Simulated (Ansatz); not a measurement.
BN (F-43m), a vibration from a frozen displacement

Computed with Ansatz, DFT PBE, scalar-relativistic, plane waves, PAW. Cutoff 420 eV, Γ-centred 12×12×12 k-points, Gaussian smearing of 0.05 eV. No spin polarisation. Energies are free energies at this smearing, counted from the undisturbed cell; pressure is positive in compression.

Zero of the scan (relaxed at this level):

```
CELL_PARAMETERS angstrom
0.00000 1.81235 1.81235
1.81235 0.00000 1.81235
1.81235 1.81235 0.00000
ATOMIC_POSITIONS crystal
B 0.00000 0.00000 0.00000
N 0.75000 0.75000 0.75000
```

Every B atom is moved by x along the Cartesian unit vector (0.000, 0.000, 1.000); the cell and all other atoms stay fixed. The cell's volume is 11.91 Å³; the moved atoms weigh 10.810 u together and the others 14.007 u. Some rows repeat others by symmetry and weren't run.

```csv
x (Å),ΔE (meV/cell),total force on the moved atoms along the move (eV/Å),pressure (GPa)
-0.3000,962.86,5.7597,24.1525
-0.2625,755.02,5.3065,18.8179
-0.2250,566.17,4.7494,14.0325
-0.1875,399.96,4.1012,9.8652
-0.1500,259.55,3.3756,6.3748
-0.1125,147.57,2.5874,3.6096
-0.0750,66.09,1.7516,1.6074
-0.0375,16.60,0.8838,0.3952
0.0000,0.00,0.0000,-0.0107
0.0375,16.60,-0.8838,0.3952
0.0750,66.09,-1.7516,1.6074
0.1125,147.57,-2.5874,3.6096
0.1500,259.55,-3.3756,6.3748
0.1875,399.96,-4.1012,9.8652
0.2250,566.17,-4.7494,14.0325
0.2625,755.02,-5.3065,18.8179
0.3000,962.86,-5.7597,24.1525
```

What frequency belongs to this motion?

The force constant is k = −dF/dx = 23.568 eV/Å², from the parabola through x = -0.0375, 0 and 0.0375. In every cell the moved atoms swing against the rest, so the mass is μ = m₁m₂/(m₁ + m₂) = 6.101 u, and ν̃ = 521.5 cm⁻¹ × √(|k|/μ) = 1025 cm⁻¹. To first order in x, and within 1 %, the force on every atom lies along the move and, within each of the two groups, in proportion to the atom's mass, so this is itself a mode at the zone centre of this cell, taken without macroscopic field (the transverse frequency in a polar insulator).

How far does the harmonic law reach?

At x = -0.300 Å, kx²/2 = 1060.56 meV against the computed 962.86 meV (-9.2 %): the well softens in this direction at large amplitude.

The pressure changes with x². What does that say about the frequency under compression?

With E = k(V)x²/2, k ∝ V^(−2γ) and x scaling with the cell as V^(1/3), P − P0 = −∂E/∂V = (2γ − 2/3) ΔE/V. At x = 0.0750 Å, V(P − P0) = 11.91 × 1.61809 / 160.2 eV = 120.24 meV and ΔE = 66.09 meV, so γ = 1/3 + V(P − P0)/(2ΔE) = 1.24. This is the Grüneisen parameter of the motion under uniform scaling of the cell: shrinking the cell evenly by 1 % in volume raises the frequency by about 1.24 %.

Cost: 9 runs of about 0.37 core-minutes in all, on Arm Neoverse V2 (shared hosts).

The high frequency of 1025 cm⁻¹ reflects two light atoms joined by short, strong, partly ionic sp³ bonds, which resist the relative motion of the two sublattices. It lies slightly below the measured transverse optical frequency of cubic BN, probably because PBE makes the bonds a little too long and soft.

The scan is even in x because a fourfold rotoinversion axis of the tetrahedral site reverses this displacement. The cubic anharmonicity therefore vanishes along it, and the softening begins at fourth order. Two of the four bonds around each boron shorten while two lengthen, so their odd contributions cancel. The sideways part of the motion stretches the bonds on average, which probably weakens the restoring force. By itself that stretching would pull the cell inward; the outward push on the cell probably arises because the shortened bonds push harder than the lengthened ones pull. The positive Grüneisen parameter fits bonds that stiffen as they shorten.

Along a bond direction the cubic term is allowed, so the modest departure from harmonicity here doesn't establish weak phonon–phonon scattering or a narrow Raman line.
